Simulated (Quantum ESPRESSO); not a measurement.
The system is BeTe.

```
CELL_PARAMETERS angstrom
0.00000 2.77000 2.77000
2.77000 0.00000 2.77000
2.77000 2.77000 0.00000
ATOMIC_POSITIONS crystal
Te 0.75000 0.75000 0.75000
Be 0.00000 0.00000 0.00000
```

| Item | Value |
| --- | --- |
| Program | Quantum ESPRESSO 7.5 |
| Task | Berry-phase polarisation |
| Functional | PBEsol |
| Potentials or basis | GBRV 1.5 PBEsol |
| Cutoff | 612 eV |
| Density cutoff | 4898 eV |
| k mesh | 5 × 5 × 5 |
| Occupations | fermi-dirac, width 0.05 eV |
| Spin | no spin polarisation |
| Mixing beta | 0.5 |
| Most SCF iterations | 120 |
| SCF threshold | 4e-10 Ry |
| k points per string | 10 × 10 × 10 |

The cell and the atoms were relaxed first, to 22.13 Å³/atom (a = 3.970 Å, b = 3.970 Å, c = 3.970 Å, α = 60.00°, β = 60.00°, γ = 60.00°), and the response was taken there.

The first run showed a gap, so the response started from a second, tighter run with fixed occupations.

Q: What formal polarisation does the Berry-phase calculation give along the three lattice vectors?

A: 0.717, 0.717, 0.717 C/m², each defined up to a quantum of 2.875, 2.875, 2.875 C/m², that is 0.249, 0.249, 0.249 of the quanta. A formal value alone isn't measurable: only its change along an insulating path is.

Berry phases in units of 2π:
```
direction  ionic  electronic  their sum is defined modulo
       a1  0.500      -0.001                            2
       a2  0.500      -0.001                            2
       a3  0.500      -0.001                            2
```

Caveat: spin-orbit coupling is left out, which moves the levels of the heavy elements; an odd mesh through Γ misses points on the zone boundary, where band edges often lie.
